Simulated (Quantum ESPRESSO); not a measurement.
## Sc under changes of volume

One of the cells (25.002 Å³/atom); the others are scaled copies at fixed shape and fractional positions:

```xyz
2
Lattice="3.3090 0.0000 0.0000 -1.6545 2.8657 0.0000 0.0000 0.0000 5.2733" Properties=species:S:1:pos:R:3 pbc="T T T"
Sc    1.6545    0.9552    3.9550
Sc    0.0000    1.9105    1.3183
```

* Program: Quantum ESPRESSO 7.5
* Functional: LDA
* Potentials or basis: GBRV 1.5 LDA
* Cutoff: 612 eV
* Density cutoff: 4898 eV
* k mesh: 9 × 9 × 5
* Occupations: fermi-dirac, width 0.05 eV
* Spin: no spin polarisation

```csv
volume (Å³/atom),energy over the lowest point (meV/atom),pressure (GPa)
23.502,0.00,-2.4
24.002,9.12,-3.5
24.502,21.46,-4.4
25.002,36.73,-5.3
25.502,54.71,-6.2
26.002,?,?
26.502,97.73,-7.6
```

Q: What does the run at 26.002 Å³/atom give?

A: Energy over the lowest point 75.12 meV/atom; pressure -6.9 GPa.

Worked out: A Birch-Murnaghan fit of order 3 (a polynomial in V^(-2/3)) to the other rows has no minimum within the range. It gives 75.11 meV/atom at 26.002 Å³/atom, against the run's 75.12, and -dE/dV = -6.9 GPa, against -6.9.

Energies are extrapolated to zero smearing.
